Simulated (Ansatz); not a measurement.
Ansatz input

```yaml
crystal:
  lattice:
    - [4.8321013143, 0.0, 0.0]
    - [-2.4160506572, 4.1847224919, 0.0]
    - [0.0, 0.0, 3.5458327718]
  atoms:
    - { symbol: Se, position: [1.0, 0.0, 0.0] }
    - { symbol: Se, position: [0.3333333333, 0.6666666667, 0.5] }
    - { symbol: Se, position: [0.6666666667, 0.3333333333, 0.5] }
hamiltonian:
  xc: rpbe
  pseudopotentials:
    kind: paw
    azcp:
      Se: "pseudopotentials/Se.paw.azcp"
basis:
  ecutwfc: 420
  fft_grid_basis: typed
kpoints:
  mp_grid: { grid: [9, 9, 10], shift: [0, 0, 0] }
magnetization:
  spin_polarized: false
scf:
  occupations: { method: fermi_dirac, width: 0.1 }
  lower_state_search: "off"
output:
  stress: true
  write_density: true
  write_potential: true
  elf: true
  volumetric_format: npy
```

Output

```
Engine: ansatz 0.2.0, aarch64-unknown-linux-gnu
Pseudopotentials: kind: paw
Pseudopotential: Se, paw, valence charge 16, recommended cutoff 420 eV (normal) 
Functional definition: RPBE
  parameter kappa = 0.804
  parameter beta = 0.06672455060314922
  exchange = rpbe_x(kappa = kappa, mu = beta*pi^2/3)
  correlation = pbe_c(beta = beta)
Crystal: 3 atoms, lattice volume = 71.700 Å³
Basis set: ecut = 420 eV, 1367 PW (Γ)
Bands: 29, of which v1, the nominal top of the filled ones, is band 24 counted from 1 (23 counted from 0)
Symmetry: 24 space group operations
Space group: P6/mmm (ITA 191), of the structure as read, at distance tolerance 4.2e-5 Å
k-points: 72 of 810
Non-local potential: Se, projectors of the file, l = 0: 2, l = 1: 2, l = 2: 3, l = 3: 1
PAW form: soft (Blöchl's): semilocal exchange-correlation on the pseudo side does not see the compensation charge
PAW frozen core: Se, regenerated for the run's functional, and the local potential with it (the file was generated under x = pbe(κ = 0.804, μ = 0.2195149727645171), c = pbe(β = 0.06672455060314922))
PAW one-centre angular grid: Se, 590 points (default); XC on 64 Gauss nodes
Initial density: superposition of atomic densities (neutral atoms: chi_scale 0, normalization atom), corrected by the library's trained network
Initial wavefunctions: pseudopotential atomic-orbital guess
Functional: x = rpbe, c = pbe(β = 0.06672455060314922)
SCF iter   1: F=—  HF=-16423.240594 eV  |F-HF|=—  |Δ(HF+E_count)|=         —  Δρ=3.75e-3  dr2=2.14e-2  ethr=1.77e-3  ⟨swp⟩=5.6  Hψ=8190  notcnv=0
SCF iter   2: F=—  HF=-16423.239382 eV  |F-HF|=—  |Δ(HF+E_count)|=   1.21e-3  Δρ=2.43e-3  dr2=9.38e-3  ethr=4.47e-5  ⟨swp⟩=1.0  Hψ=2667  notcnv=0
SCF iter   3: F=—  HF=-16423.238994 eV  |F-HF|=—  |Δ(HF+E_count)|=   3.88e-4  Δρ=3.68e-4  dr2=2.11e-4  ethr=1.95e-5  ⟨swp⟩=2.0  Hψ=2355  notcnv=0
SCF iter   4: F=—  HF=-16423.238929 eV  |F-HF|=—  |Δ(HF+E_count)|=   6.52e-5  Δρ=2.30e-4  dr2=1.67e-5  ethr=4.41e-7  ⟨swp⟩=2.0  Hψ=3824  notcnv=0
SCF iter   5: F=—  HF=-16423.238943 eV  |F-HF|=—  |Δ(HF+E_count)|=   1.37e-5  Δρ=5.78e-5  dr2=4.89e-6  ethr=3.48e-8  ⟨swp⟩=2.0  Hψ=2749  notcnv=0
SCF iter   6: F=—  HF=-16423.238943 eV  |F-HF|=—  |Δ(HF+E_count)|=   5.97e-7  Δρ=1.97e-5  dr2=4.06e-7  ethr=1.02e-8  ⟨swp⟩=2.0  Hψ=2411  notcnv=0
SCF iter   7: F=—  HF=-16423.238944 eV  |F-HF|=—  |Δ(HF+E_count)|=   2.63e-7  Δρ=7.81e-6  dr2=1.03e-7  ethr=2.08e-10  ⟨swp⟩=8.8  Hψ=14132  notcnv=0
SCF iter   8: F=-16423.238944 eV  HF=-16423.238944 eV  |F-HF|=3.53e-9  |Δ(HF+E_count)|=   2.37e-8  Δρ=3.16e-6  dr2=9.81e-9  ethr=2.08e-10  ⟨swp⟩=7.6  Hψ=12629  notcnv=0
SCF 1 converged in 8 iterations: F = -16423.238944 eV  dr2 = 9.81e-9
SCF converged after 8 iterations
Free energy (F): -16423.238944 eV
Harris-Foulkes:  -16423.238944 eV  (|F-HF|=3.53e-9)
Internal energy: -16423.149146 eV  (E = F + TS)
E sigma→0 (E₀):  -16423.194045 eV
Entropy (-TS):   -0.089798 eV (-29.933 meV/atom)
Fermi energy:    8.569529 eV
--- Per-component energies (eV) ---
  E_band       = -1141.990990
  E_kinetic    = 344.458503
  E_local      = -6769.564727  (includes V_loc(G=0)·N_el)
  E_nonlocal   = -1787.096074
  E_hartree    = 3350.774303
  E_xc         = -307.758370
  E_vxc        = -287.305526  (∫ρ·V_xc dr)
  E_paw        = -5753.509452  (= ΣΔE_a)
  E_vpaw       = 655.966111  (= ΣTr[D̂ρ^β])
  E_aug_tail   = -0.001734  (compensation charges beyond the density's cutoff)
  E_ewald      = -5499.627796
  E_core_change = -0.823797  (= ΣΔE_core)
  E_smearing   = -0.089798  (= −TS)
  E_closure    = -0.000000  (closes the sum)
  Σ components = -16423.238944   (vs F -16423.238944, Δ=0.00e0)
--- Stress (GPa, compression-positive) ---
       -4.599563      -0.000000       0.000000
       -0.000000      -4.599563      -0.000000
        0.000000      -0.000000      -2.082478
  P = ⅓ Tr σ = -3.7605 GPa (-37.605 kbar)
--- Band table (eV; the first three rows and the last of 72) ---
  k-point 0: bands = ["-39.9385", "-39.9385", "-39.9282", "-39.9282", "-39.8210", "-39.8210", "-39.8160", "-39.8160", "-39.7873", "-39.7759", "-39.2264", "-39.2264", "-39.2238", "-39.2238", "-39.2237", "-6.5334", "-2.9466", "-2.4896", "4.2566", "4.2566", "5.4181", "5.4181", "6.3753", "9.8115", "9.9508", "11.2264", "11.2264", "13.4518", "17.4413"]
  k-point 1: bands = ["-39.9385", "-39.9385", "-39.9282", "-39.9282", "-39.8211", "-39.8211", "-39.8160", "-39.8160", "-39.7872", "-39.7758", "-39.2264", "-39.2264", "-39.2238", "-39.2238", "-39.2236", "-6.4653", "-2.9732", "-2.4526", "4.3031", "4.3031", "5.5148", "5.5148", "6.0676", "9.4983", "9.5076", "11.0224", "11.0224", "14.1046", "17.8115"]
  k-point 2: bands = ["-39.9385", "-39.9385", "-39.9282", "-39.9282", "-39.8212", "-39.8212", "-39.8161", "-39.8161", "-39.7869", "-39.7754", "-39.2264", "-39.2264", "-39.2239", "-39.2239", "-39.2233", "-6.2717", "-3.0649", "-2.3526", "4.4295", "4.4295", "5.4578", "5.8010", "5.8010", "8.4878", "8.8045", "10.4589", "10.4589", "15.7463", "16.2500"]
  k-point 71: bands = ["-39.9441", "-39.9336", "-39.9336", "-39.9226", "-39.8218", "-39.8188", "-39.8188", "-39.8158", "-39.7800", "-39.7800", "-39.2264", "-39.2264", "-39.2241", "-39.2241", "-39.2224", "-4.1529", "-4.1529", "-3.3501", "2.7160", "4.3168", "4.3168", "7.3484", "7.3484", "7.5133", "8.9402", "8.9402", "11.3755", "14.7835", "18.5834"]
```
